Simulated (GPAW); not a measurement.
# ZnS (F-43m) in GPAW: single point with LDA

Aim: the single point of ZnS with LDA.

Everything below comes from runs of GPAW 26.7.0. Logs are shortened: lines on timing, memory, paths and dates and some standing lists are left out, and cuts for length are marked. The log counts tension as positive stress, the text compression.

**What was measured.**

From “Electronic, vibrational, and thermodynamic properties of ZnS (zincblende and rocksalt structure)”, 2009, arxiv:0911.5022, for a bulk crystal of ZnS at 19 K: band gap 3.85 eV (direct).

How close the calculation comes is told below.

### 1 Starting point

The structure is cubic, space group F-43m (No. 216). Conventional cell: a = 5.404 Å, b = 5.404 Å, c = 5.404 Å, α = 90.00°, β = 90.00°, γ = 90.00°. Around Zn (site symmetry -43m) lie 4 S at 2.34 Å. S (site symmetry -43m) is surrounded by 4 Zn at 2.34 Å.

### 2 Single point, LDA

run.py

```python
import spglib
from ase import Atoms
from ase.dft.bandgap import bandgap
from ase.io import read, write
from ase.units import GPa
from gpaw import GPAW, PW

atoms = read('ZnS.cif')
cell, positions, numbers = spglib.find_primitive(
    (atoms.cell[:], atoms.get_scaled_positions(), atoms.numbers), symprec=1e-4)
atoms = Atoms(numbers, cell=cell, scaled_positions=positions, pbc=True)

calc = GPAW(mode=PW(500),
            xc='LDA',
            kpts={'size': (7, 7, 7), 'gamma': True},
            occupations={'name': 'fermi-dirac', 'width': 0.05},
            nbands=18,
            convergence={'density': 1e-05, 'energy': 1e-05},
            maxiter=80,
            txt='gpaw.txt')
atoms.calc = calc
energy = atoms.get_potential_energy()
forces = atoms.get_forces()
stress = atoms.get_stress()
calc.write('gs.gpw')
write('result.traj', atoms)
print(f'Energy: {energy:.6f} eV')
print('Forces (eV/A):')
print(forces.round(4))
print('Stress (GPa):', (stress / GPa).round(3))
print('Fermi level:', round(calc.get_fermi_level(), 4), 'eV')
print(f'Gap: {bandgap(calc)[0]:.4f} eV, direct: {bandgap(calc, direct=True)[0]:.4f} eV')
```

ZnS.cif

```cif
data_ZnS
_cell_length_a 5.40400000
_cell_length_b 5.40400000
_cell_length_c 5.40400000
_cell_angle_alpha 90.00000000
_cell_angle_beta 90.00000000
_cell_angle_gamma 90.00000000
_space_group_name_H-M_alt 'F-43m'
_space_group_name_Hall 'F -4 2 3'
_space_group_IT_number 216
loop_
_space_group_symop_operation_xyz
'x,y,z'
'y,-x,-z'
'-x,-y,z'
'-y,x,-z'
'x,-y,-z'
'y,x,z'
'-x,y,-z'
'-y,-x,z'
'z,x,y'
'-z,y,-x'
'z,-x,-y'
'-z,-y,x'
'-z,x,-y'
'z,y,x'
'-z,-x,y'
'z,-y,-x'
'y,z,x'
'-x,-z,y'
'-y,z,-x'
'x,-z,-y'
'-y,-z,x'
'x,z,y'
'y,-z,-x'
'-x,z,-y'
'x,y+1/2,z+1/2'
'y,-x+1/2,-z+1/2'
'-x,-y+1/2,z+1/2'
'-y,x+1/2,-z+1/2'
'x,-y+1/2,-z+1/2'
'y,x+1/2,z+1/2'
'-x,y+1/2,-z+1/2'
'-y,-x+1/2,z+1/2'
'z,x+1/2,y+1/2'
'-z,y+1/2,-x+1/2'
'z,-x+1/2,-y+1/2'
'-z,-y+1/2,x+1/2'
'-z,x+1/2,-y+1/2'
'z,y+1/2,x+1/2'
'-z,-x+1/2,y+1/2'
'z,-y+1/2,-x+1/2'
'y,z+1/2,x+1/2'
'-x,-z+1/2,y+1/2'
'-y,z+1/2,-x+1/2'
'x,-z+1/2,-y+1/2'
'-y,-z+1/2,x+1/2'
'x,z+1/2,y+1/2'
'y,-z+1/2,-x+1/2'
'-x,z+1/2,-y+1/2'
'x+1/2,y,z+1/2'
'y+1/2,-x,-z+1/2'
'-x+1/2,-y,z+1/2'
'-y+1/2,x,-z+1/2'
'x+1/2,-y,-z+1/2'
'y+1/2,x,z+1/2'
'-x+1/2,y,-z+1/2'
'-y+1/2,-x,z+1/2'
'z+1/2,x,y+1/2'
'-z+1/2,y,-x+1/2'
'z+1/2,-x,-y+1/2'
'-z+1/2,-y,x+1/2'
'-z+1/2,x,-y+1/2'
'z+1/2,y,x+1/2'
'-z+1/2,-x,y+1/2'
'z+1/2,-y,-x+1/2'
'y+1/2,z,x+1/2'
'-x+1/2,-z,y+1/2'
'-y+1/2,z,-x+1/2'
'x+1/2,-z,-y+1/2'
'-y+1/2,-z,x+1/2'
'x+1/2,z,y+1/2'
'y+1/2,-z,-x+1/2'
'-x+1/2,z,-y+1/2'
'x+1/2,y+1/2,z'
'y+1/2,-x+1/2,-z'
'-x+1/2,-y+1/2,z'
'-y+1/2,x+1/2,-z'
'x+1/2,-y+1/2,-z'
'y+1/2,x+1/2,z'
'-x+1/2,y+1/2,-z'
'-y+1/2,-x+1/2,z'
'z+1/2,x+1/2,y'
'-z+1/2,y+1/2,-x'
'z+1/2,-x+1/2,-y'
'-z+1/2,-y+1/2,x'
'-z+1/2,x+1/2,-y'
'z+1/2,y+1/2,x'
'-z+1/2,-x+1/2,y'
'z+1/2,-y+1/2,-x'
'y+1/2,z+1/2,x'
'-x+1/2,-z+1/2,y'
'-y+1/2,z+1/2,-x'
'x+1/2,-z+1/2,-y'
'-y+1/2,-z+1/2,x'
'x+1/2,z+1/2,y'
'y+1/2,-z+1/2,-x'
'-x+1/2,z+1/2,-y'
loop_
_atom_site_label
_atom_site_type_symbol
_atom_site_symmetry_multiplicity
_atom_site_Wyckoff_symbol
_atom_site_fract_x
_atom_site_fract_y
_atom_site_fract_z
_atom_site_occupancy
Zn1 Zn 4 c 0.2500000000 0.2500000000 0.2500000000 1
S1 S 4 a 0.0000000000 0.0000000000 0.0000000000 1
```

Potentials or basis: the program's PAW data sets (release 1.2.1) made for this functional, pw.

On the command line:

```bash
$ OMP_NUM_THREADS=1 python run.py
```

gpaw.txt:

```text
__  _  _
 | _ |_)|_||  |
 |__||  | ||/\| - 26.7.0

Input parameters:
  mode=PW(ecut=500.0),
  convergence={'density': 1e-05, 'energy': 1e-05},
  kpts=MonkhorstPack(size=(7, 7, 7), gamma=True),
  maxiter=80,
  nbands=18,
  occupations=Occupations(name='fermi-dirac', width=0.05),
  xc=XC(name='LDA')

Diagonalizing LCAO Hamiltonian
Converting LCAO to pw mode

           Zn

       S

Atoms  # Å, Bohr magnetons
|   | symbol |        x |        y |        z |    initial magnetic moments |
|---|--------|----------|----------|----------|-----------------------------|
| 0 |     Zn | 1.351000 | 1.351000 | 1.351000 | ( 0.0000,  0.0000,  0.0000) |
| 1 |      S | 0.000000 | 0.000000 | 0.000000 | ( 0.0000,  0.0000,  0.0000) |

Unit cell  # Å
| periodic |        x |        y |        z |  lengths |    angles |
|----------|----------|----------|----------|----------|-----------|
|      yes | 0.000000 | 2.702000 | 2.702000 | 3.821205 | 60.000000 |
|      yes | 2.702000 | 0.000000 | 2.702000 | 3.821205 | 60.000000 |
|      yes | 2.702000 | 2.702000 | 0.000000 | 3.821205 | 60.000000 |

Number of symmetries: 24
Symmetry operations  # r_c * U_cc + t_c -> r_c
|    | kind |            matrix            |
|----|------|------------------------------|
|  0 |  E   |  1, 0, 0,  0, 1, 0,  0, 0, 1 |
|  1 |  σ   |  1, 0, 0,  0, 0, 1,  0, 1, 0 |
|  2 |  σ   |  1, 0,-1,  0, 1,-1,  0, 0,-1 |
|  3 |  C3  |  1, 0,-1,  0, 0,-1,  0, 1,-1 |
|  4 |  C3  |  1,-1, 0,  0,-1, 1,  0,-1, 0 |
|  5 |  σ   |  1,-1, 0,  0,-1, 0,  0,-1, 1 |
|  6 |  σ   |  0, 1, 0,  1, 0, 0,  0, 0, 1 |
|  7 |  C3  |  0, 1, 0,  0, 0, 1,  1, 0, 0 |
|  8 |  C2  |  0, 1,-1,  1, 0,-1,  0, 0,-1 |
|  9 |  S4  |  0, 1,-1,  0, 0,-1,  1, 0,-1 |
| 10 |  C3  |  0, 0, 1,  1, 0, 0,  0, 1, 0 |
| 11 |  σ   |  0, 0, 1,  0, 1, 0,  1, 0, 0 |
| 12 |  S4  |  0, 0,-1,  1, 0,-1,  0, 1,-1 |
| 13 |  C3  |  0, 0,-1,  0, 1,-1,  1, 0,-1 |
| 14 |  S4  |  0,-1, 1,  1,-1, 0,  0,-1, 0 |
| 15 |  C2  |  0,-1, 1,  0,-1, 0,  1,-1, 0 |
| 16 |  C3  |  0,-1, 0,  1,-1, 0,  0,-1, 1 |
| 17 |  S4  |  0,-1, 0,  0,-1, 1,  1,-1, 0 |
| 18 |  S4  | -1, 1, 0, -1, 0, 1, -1, 0, 0 |
| 19 |  C3  | -1, 1, 0, -1, 0, 0, -1, 0, 1 |
| 20 |  C3  | -1, 0, 1, -1, 1, 0, -1, 0, 0 |
| 21 |  S4  | -1, 0, 1, -1, 0, 0, -1, 1, 0 |
| 22 |  σ   | -1, 0, 0, -1, 1, 0, -1, 0, 1 |
| 23 |  C2  | -1, 0, 0, -1, 0, 1, -1, 1, 0 |

BZ-sampling:
  Number of BZ points: 343
  Number of IBZ points: 20

  Monkhorst-Pack size: [7, 7, 7]
  Monkhorst-Pack shift: [0, 0, 0]

K-points  # in reciprocal-cell coordinates
|     |                                coordinates |     weight |
|-----|--------------------------------------------|------------|
|   0 | (  0.00000000,   0.00000000,   0.00000000) | 0.00291545 |
|   1 | (  0.14285714,   0.14285714,   0.00000000) | 0.01749271 |
|   2 | (  0.14285714,   0.14285714,   0.14285714) | 0.02332362 |
|   3 | (  0.28571429,   0.14285714,   0.14285714) | 0.03498542 |
|   4 | (  0.28571429,   0.28571429,   0.00000000) | 0.01749271 |
|   5 | (  0.28571429,   0.28571429,   0.14285714) | 0.06997085 |
|   6 | (  0.28571429,   0.28571429,   0.28571429) | 0.02332362 |
|   7 | (  0.42857143,  -0.28571429,  -0.28571429) | 0.03498542 |
|   8 | (  0.42857143,   0.28571429,  -0.42857143) | 0.13994169 |
|   9 | (  0.42857143,   0.28571429,  -0.28571429) | 0.06997085 |
| ... |                                            |            |
|  19 | (  0.42857143,   0.42857143,   0.42857143) | 0.02332362 |

Plane wave coefficients: 1011
Cutoff: 500.0 eV

Spin-components: 1 (collinear spins)
Bands:           18
Projectors:      11
Spin-degeneracy: 2
Datatype:        complex128

Density:
  Valence electrons: 18.0
  Components: 1
  Grid points: [20 20 20]
  Charge: 0.0  # |e|

Potential:
  Grid points: [20 20 20]

species:
  Zn:
    name:    Zinc
    Z:       30.0
    valence: 12
    core:    18
    charge:  0.0  # [|e|]
    compensation charges:
      type: gauss
      rc: 0.37  # [Å]
      lmax: 2
    cutoffs:
      filter: 2.14  # [Å]
      core: 2.28  # [Å]
    projectors
    | kind |    occ | energy [eV] | rcut [Å] |
    |------|--------|-------------|----------|
    |   4s |  2.000 |      -6.218 |    1.286 |
    |   4p |  0.000 |      -1.230 |    1.270 |
    |   3d | 10.000 |     -10.426 |    1.180 |
    |    s |        |      20.994 |    1.286 |
    |    p |        |      25.981 |    1.270 |
    |    d |        |      16.786 |    1.180 |

    Using partial waves for Zn as LCAO basis

  S:
    name:    Sulfur
    Z:       16.0
    valence: 6
    core:    10
    charge:  0.0  # [|e|]
    compensation charges:
      type: gauss
      rc: 0.24  # [Å]
      lmax: 2
    cutoffs:
      filter: 1.77  # [Å]
      core: 1.66  # [Å]
    projectors
    | kind |    occ | energy [eV] | rcut [Å] |
    |------|--------|-------------|----------|
    |   3s |  2.000 |     -17.278 |    0.974 |
    |   3p |  4.000 |      -7.106 |    0.979 |
    |    s |        |       9.933 |    0.974 |
    |    p |        |      20.105 |    0.979 |
    |    d |        |       0.000 |    0.900 |

    Using partial waves for S as LCAO basis

Reference energy: -59612.485647  # eV

eigensolver:
  PPCG
  Converge bands: occupied
  niter=2

density mixing:
  MSR1-Mixer
  Pratt-step length: 0.05
  Maximum mixing coefficient: 0.75
  Old densities: 10
  SVD Regularization: 0.005
  Good broyden scale: 1.0
  Trust region scale: 1.0
  Backstep threshold: 4.0
  History deletion threshold: 6.0
  Fourier metric: weight=20.0, sigma=0.015

occupation numbers:
  Fermi-Dirac:
    width: 0.0500  # eV

poisson solver:
  ecut: 4000.0  # eV

xc functional:
  name: None

convergence criteria:
- Maximum integral of absolute [dens]ity change: 1e-05 electrons / valence electron
- Maximum [total energy] change in last 3 cyles: 1e-05 eV / valence electron
- Maximum integral of absolute [eigenst]ate change: 4e-08 eV^2 / valence electron
maximum number of iterations: 80

SCF iterations
|iter     | |      energy | eigst |  dens |
|---------|-|-------------|-------|-------|
|iter:   1| |   -8.629797 | -0.14 |       |
|iter:   2| |   -8.546755 | -1.85 | -1.21 |
|iter:   3| |   -8.271627 | -1.59 | -1.25 |
|iter:   4| |   -8.267151 | -2.87 | -1.80 |
|iter:   5| |   -8.267192 | -4.23 | -2.28 |
|iter:   6| |   -8.267189c| -5.19 | -3.36 |
|iter:   7| |   -8.267195c| -6.52 | -3.69 |
|iter:   8| |   -8.267197c| -6.31 | -4.10 |
|iter:   9| |   -8.267197c| -7.80c| -5.30c|

Converged in 9 steps
Energy contributions relative to reference atoms: (reference = -59612.485647)

Energy contributions:
  Kinetic:           7.585575
  Coulomb:          -6.400772
  Zero:              0.008721
  External:          0.000000
  Xc:               -9.460721
  Entropy:          -0.000000
  Spinorbit:         0.000000
  ----------------------------
  Free energy:      -8.267197
  Extrapolated:     -8.267197

dipole moment: (-19.984729, -19.984729, -19.984729)  # |e|*Ang

Fermi level: 4.394
Eigenvalues  # (at kpt = [0.000, 0.000, 0.000])
| band index |      eig [eV] | occ [0-2] |
|------------|---------------|-----------|
|          0 |        -9.653 |     2.000 |
|          1 |        -2.983 |     2.000 |
|          2 |        -2.983 |     2.000 |
|          3 |        -2.983 |     2.000 |
|          4 |        -2.500 |     2.000 |
|          5 |        -2.500 |     2.000 |
|          6 |         3.473 |     2.000 |
|          7 |         3.473 |     2.000 |
|          8 |         3.473 |     2.000 |
|          9 |         5.333 |     0.000 |
|         10 |         9.691 |     0.000 |
|         11 |         9.691 |     0.000 |
|         12 |         9.691 |     0.000 |
|         13 |        14.982 |     0.000 |
|         14 |        15.060 |     0.000 |
|         15 |        15.060 |     0.000 |
|         16 |        17.769 |     0.000 |
|         17 |        17.769 |     0.000 |

Gap: 1.860 eV
Transition (v -> c):
  (s=0, k=0, n=8, [0.00, 0.00, 0.00]) -> (s=0, k=0, n=9, [0.00, 0.00, 0.00])
No difference between direct/indirect transitions

Forces  # eV/Ang
|       x |       y |        z |
|---------|---------|----------|
| 0.00000 | 0.00000 |  0.00000 |  # Zn   0
| 0.00000 | 0.00000 | -0.00000 |  # S    1

Stress tensor  # eV/Ang^3
|        x |        y |        z |
|----------|----------|----------|
| 0.031615 | 0.000000 | 0.000000 |
| 0.000000 | 0.031615 | 0.000000 |
| 0.000000 | 0.000000 | 0.031615 |

# Writing to gs.gpw (mode='')
```

Run time: 6.9 s. Hardware: 1 thread of Arm Neoverse V1, shared host; peak memory 0.14 GiB.

Results:

```yaml
Free_energy: -8.2672 eV
Pressure: -5.1 GPa
Band_gap_on_the_k_mesh: 1.86 eV, direct
```

Caveat: the cutoff is short for stress and forces, so pressures can be off by a GPa or more.

### 3 Comparison with measurements

Step 2. Measured gap of ZnS: 3.85 eV (direct; 19 K; quoted in “Electronic, vibrational, and thermodynamic properties of ZnS (zincblende and rocksalt structure)”, 2009, arxiv:0911.5022). This calculation gives 1.86 eV (-1.99 eV). So large a miss can be the level of theory's own, or it may mean another phase, state or a wrong row. The value is that of LDA, without temperature or zero-point motion. Semilocal functionals fall short of measured gaps as a rule.
